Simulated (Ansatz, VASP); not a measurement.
One calculation of Ga3Se, two programs

```xyz
4
Lattice="4.3783 0.0000 0.0000 0.0000 4.3783 0.0000 0.0000 0.0000 4.3783" Properties=species:S:1:pos:R:3 pbc="T T T"
Ga    0.0000    2.1891    2.1891
Ga    2.1891    0.0000    2.1891
Ga    2.1891    2.1891    0.0000
Se    0.0000    0.0000    0.0000
```

Alike in both runs: task single point; functional PBE; k mesh 4 × 4 × 4; occupations gaussian, width 0.1 eV; no spin polarisation.

|  | VASP | Ansatz |
| --- | --- | --- |
| version | VASP 6.6.1 | Ansatz 0.2.0 |
| potentials or method | VASP PAW PBE potentials, release 64 (Ga_d, Se) | scalar-relativistic, plane waves, PAW |
| plane-wave cutoff (eV) | 520 | 420 |
| valence electrons in the cell | 45 | 55 |

|  | VASP | Ansatz | Ansatz less VASP |
| --- | --- | --- | --- |
| gap on the k mesh at the Fermi level (eV) | none | none | - |
| pressure (GPa) | 1.7 | 1.5 | -0.18 |

A gap of «none» marks a metal or a gap that the smearing closes. With one functional, cell and mesh, what is left measures potentials, basis and numerics. The two sets of potentials don't hold the same shells in valence.
